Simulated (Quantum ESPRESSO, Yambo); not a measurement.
# CuI (Marshite): G0W0 with Yambo, start to end, part 3 of 3

Wanted: ground state, empty states, screening and self-energy for CuI (Marshite).

Quantum ESPRESSO 7.5 and Yambo 5.3.0; PBE and many-body steps on it, plane waves. Known limits of the many-body steps: not at the basis limit; d shell near the gap, gap tends to lie low; no spin-orbit coupling.

So far. Step 3 (Bands along the symmetry lines): The gap is 1.096 eV, as in the run before at this level. Step 4 (Empty states on the mesh, 4×4×4 mesh, 522 bands): On this mesh the gap is 1.096 eV.

The database entry behind the starting cell differs from later determinations by our own check (about 0.15 % long (mineral sample)), so it need not match the best structure at ambient conditions.

In doubt: a PseudoDojo file used here is known to give poor structures and forces, which bears on pressures, cells, forces and phonons.

## 6. Screening and self-energy, 4×4×4 mesh, 225 bands, screening to 231.3 eV

Now the one-shot GW correction: screening in the RPA, then the self-energy of the levels asked for.

This step: G0W0 on PBE, plane waves, norm-conserving pseudopotentials.

File gw2.in:

```
HF_and_locXC
gw0
dyson
ppa
em1d
rim_cut
RandQpts= 1000000
RandGvec= 1 RL
EXXRLvcs= 84 Ry
VXCRLvcs= 336 Ry
Chimod= "HARTREE"
% BndsRnXp
 1 | 225 |
%
NGsBlkXp= 17 Ry
% LongDrXp
 1 | 1 | 1 |
%
% GbndRnge
 1 | 225 |
%
DysSolver= "n"
ExtendOut
PPAPntXp= 27.21138 eV
% QPkrange
 1 | 1 | 21 | 24 |
%
```

The run is started by

```console
> OMP_NUM_THREADS=1 mpirun -n 4 yambo -F gw2.in -J gw2 -C gw2 > gw2.log
```

What it wrote:

```text
 Yambo, version 5.3.0

 [02] CORE Variables Setup
 =========================

  [... cell, symmetries and grids as in the set-up ...]

  [02.05] Energies & Occupations
  ==============================

  [X] === General ===
  [X] Electronic Temperature                        :  0.000000  0.000000 [eV K]
  [X] Bosonic    Temperature                        :  0.000000  0.000000 [eV K]
  [X] Finite Temperature mode                       : no
  [X] El. density                                   :  0.78968E+24 [cm-3]
  [X] Fermi Level                                   :  9.159113 [eV]

  [X] === Gaps and Widths ===
  [X] Conduction Band Min                           :  1.096441 [eV]
  [X] Valence Band Max                              :  0.000000 [eV]
  [X] Filled Bands                                  :  22
  [X] Empty Bands                                   :    23   522
  [X] Direct Gap                                    :  1.096441 [eV]
  [X] Direct Gap localized at k                     :  1
  [X] Indirect Gap                                  :  1.096441 [eV]
  [X] Indirect Gap between kpts                     :  1  1
  [X] Last valence band width                       :  1.487453 [eV]
  [X] 1st conduction band width                     :  3.372476 [eV]

 [03] Transferred momenta grid and indexing
 ==========================================

 IBZ Q-points                                      :   8
 BZ  Q-points                                      :   64

 K/Q-points units:
 rlu = crystal or reduced units; cc = cartesian coordinates; iku = interal k-units

 Q [1]          [rlu]:  0.000000  0.000000  0.000000
 Q [2]          [rlu]:  0.42768E-17  0.42768E-17  0.25000
 Q [3]          [rlu]: -0.85536E-17 -0.85536E-17 -0.50000
 Q [4]          [rlu]:  0.36222E-17  0.25000      0.25000
 Q [5]          [rlu]:  0.32032E-16  0.25000      0.50000
 Q [6]          [rlu]: -0.85536E-17  0.25000     -0.25000
 Q [7]          [rlu]: -0.72444E-17 -0.50000     -0.50000
 Q [8]          [rlu]:  0.250000 -0.500000 -0.250000

 [04] Coloumb potential Random Integration (RIM)
 ===============================================

  [04.01] RIM initialization
  ==========================

  * Diagonal components only detected *

  8 x (sBL volume)        :  0.082461 [a.u.]
  sBZ random points       :  1000000
  Points outside the sBZ  :   7968281
  RL volume               :  0.659691 [a.u.]
  Integrated volume       :  0.662317 [a.u.]

  [04.02] RIM integrals
  =====================

  Gamma point sphere radius             :  0.078953 [a.u.]
  Points outside the sphere             :   800476
  [Int_sBZ(q=0) 1/q^2]*(Vol_sBZ)^(-1/3) =:  7.776341
                                 should be <:  7.795600

  Summary of Coulomb integrals for non-metallic bands |Q|[au] RIM/Bare

  Q [1] 0.100000E-4 0.997530 * Q [2] 0.237462 1.067779
  Q [4] 0.274197 1.066842 * Q [6] 0.387774 1.030576
  Q [5] 0.454705 1.022482 * Q [3] 0.474924 1.021209
  Q [7] 0.548395 1.017473 * Q [8] 0.613124 1.014291

 [WARNING] [Xp] User bands 1-225 break level degeneracy

 [05] Dipoles
 ============

  [05.01] Setup: observables and procedures
  =========================================

 [06] Dynamic Dielectric Matrix (PPA)
 ====================================

 [WR./gw2//ndb.pp]---------------------------------------------------------------
  Brillouin Zone Q/K grids (IBZ/BZ)                :    8   64    8   64
  RL vectors                                       :   5961 [WF]
  Coulomb cutoff potential                         : none
  Electronic Temperature                           :  0.000000 [K]
  Bosonic    Temperature                           :  0.000000 [K]
  PPA    diel. fun.  energies                      : Perdew, Burke & Ernzerhof(X)+Perdew, Burke & Ernzerhof(C)
  wavefunctions                                    : Perdew, Burke & Ernzerhof(X)+Perdew, Burke & Ernzerhof(C)
  Global Gauge                                     : length
  X matrix size                                    :   531
  X band range                                     :    1  225
  X e/h energy range                               : -1.000000 -1.000000 [eV]
  X Time ordering                                  : R
  X Hxc Kernel                                     : HARTREE
  X Drude frequency                                :  0.000000  0.000000
  X poles                                          :  100.0000 [o/o]
  RL vectors in the sum                            :   5961
  [r,Vnl] included                                 : yes
  Field direction                                  :  0.577350E-5  0.577350E-5  0.577350E-5
  BZ energy Double Grid                            : no
  BZ energy DbGd points                            : 0
  BZ Q point size factor                           : -1.000000
  X Optical Averaged directions                    : none

 [07] Local Exchange-Correlation + Non-Local Fock
 ================================================

 [VXC] Plane waves :   39189
 [EXS] Plane waves :   4957

 QP @ state[ 1 ] K range:  1  1
 QP @ state[ 1 ] b range:  21  24

 [xc] Functional : Perdew, Burke & Ernzerhof(X)+Perdew, Burke & Ernzerhof(C)
 [xc] LIBXC used to calculate xc functional
  PP Number of Atomic Species                      :  2
  NLCC RL compoments                               :   39189
  PP Number of Atomic Species                      :  2
  NLCC RL compoments                               :   39189

 [xc] E_xc :  -39.55871 [Ha]
      E_xc :  -79.11742 [Ry]

  Local XC kind (lXC) : Perdew, Burke & Ernzerhof(X)+Perdew, Burke & Ernzerhof(C)
  Non-Local XC kind (nlXC) : Hartree-Fock

  Corrections @ K [1] :  [eV]
 <21|nlXC|21> = -31.04328 -0.21158E-17 <21|lXC|21> = -25.75252  0.000000
 <22|nlXC|22> = -31.04330  0.95537E-17 <22|lXC|22> = -25.75252  0.000000
 <23|nlXC|23> = -7.232220  0.80520E-18 <23|lXC|23> = -11.40864  0.000000
 <24|nlXC|24> = -6.103828  0.95255E-18 <24|lXC|24> = -10.54627  0.000000

 [08] Dyson equation: Newton solver
 ==================================

  [08.01] G0W0 (W PPA)
  ====================

  [  GW  ] Bands range     :    1  225
  [GW/PPA] G damping       :  0.100000 [eV]

  QP @ state[ 1 ] K range:  1  1
  QP @ state[ 1 ] b range:  21  24

   Sc/G bands                                       :    1  225
   Sc/G damping                                     :  0.100000 ev
   Sc bands terminator                              : no
   Sx RL components                                 :   4957

   QP @ state[ 1 ] K range                          :  1  1
   QP @ state[ 1 ] b range                          :  21  24
   GF energies kind                                 : Perdew, Burke & Ernzerhof(X)+Perdew, Burke & Ernzerhof(C)
   GF WF`s kind                                     : Perdew, Burke & Ernzerhof(X)+Perdew, Burke & Ernzerhof(C)
   Xs energies kind                                 : Perdew, Burke & Ernzerhof(X)+Perdew, Burke & Ernzerhof(C)
   Xs WF`s kind                                     : Perdew, Burke & Ernzerhof(X)+Perdew, Burke & Ernzerhof(C)

 [11] Game Over & Game summary
```

Wall time 24 min (4 MPI ranks of Intel Xeon Platinum 8259CL at 2.50GHz (Skylake/Cascade Lake), shared host); peak memory 2 GiB; 1.6 h of CPU time.

Numbers from this step:

```yaml
g0w0_gap_on_the_points_computed: 1.563 eV
starting_gap_on_the_mesh: 1.096 eV
k_of_the_valence_top: 0, 0, 0
k_of_the_conduction_bottom: 0, 0, 0
least_direct_g0w0_gap_on_the_computed_points: 1.563 eV
z_at_the_valence_top: 0.7590
z_at_the_conduction_bottom: 0.8162
```

The gap on the mesh goes from 1.10 eV to 1.56 eV, a correction of +0.47 eV.

Limits: finite bands, cutoff and mesh; d shell near the gap, gap tends to lie low; no spin-orbit coupling. v1 is the top filled band, c1 the lowest empty one. The levels before and after the correction (eV, zero at the valence-band top of each column):

```csv
,conduction bottom,valence top
Kohn-Sham,1.10,0.00
G0W0,1.56,0.00
```

```
             level  energy (eV)
Kohn-Sham  Γ v2-v1        0.000
Kohn-Sham     Γ c1        1.096
Kohn-Sham     Γ c2        4.868
     G0W0  Γ v2-v1        0.000
     G0W0     Γ c1        1.563
     G0W0     Γ c2        5.420
```

## 7. Where the time went

Times are wall times on the hardware named with each run, good to a factor of about two.

```csv
step,time,share,memory (GiB)
ground state,24 s,2 %,0.35
bands along the symmetry lines,16 s,1 %,0.3
empty states on the mesh,2.1 min,8 %,1.2
conversion and set-up,5.8 s,0 %,0.26
screening and self-energy,24 min,89 %,2.0
```

## 8. Summary of results

```json
{"PBE gap": "1.10 eV, direct", "G0W0 gap on the mesh": "1.56 eV", "GW settings": "4×4×4 mesh, 225 bands, screening to 231.3 eV, Godby-Needs plasmon pole", "known limits": "not at the basis limit; d shell near the gap, gap tends to lie low; no spin-orbit coupling"}
```

G0W0 moves the gap on the mesh from 1.10 eV to 1.56 eV (+0.47 eV), with Z of 0.76 and 0.82 at the edges. Only 1 of the mesh's irreducible points was corrected, so a valley elsewhere could overtake. The dearest step here is «screening and self-energy». Bands and cutoff are finite, so the gap is not at the basis limit. The miss can reach some tenths of an eV and take either sign; the mesh is an error of its own. In the G0W0 run levels were corrected at 1 k point alone, so a gap called «on the mesh» is the least over those, and an edge elsewhere would be missed. A d shell, filled or nearly so, lies near the gap. One-shot GW converges very slowly in bands there, not always from below, and on a semilocal start the gap tends to come out low; starts rich in exact exchange can overshoot instead. The many-body steps are scalar-relativistic: spin-orbit coupling is not in them.

[Paths, hosts, dates, memory and timing lines, banners, echoed tables and standing remarks are left out of the program output.]

[Logs are printed without paths, hosts, clocks, repeated set-up lines and the standing remarks that a program may print on its own settings, such as how far it seeks lower states.]

[Runs of the session that timed out or met a known fault of the program may be left out.]

[Hosts, paths, dates, database ids (printed as entryN), source tags and the programs' standing remarks are cut or masked in the printed files.]
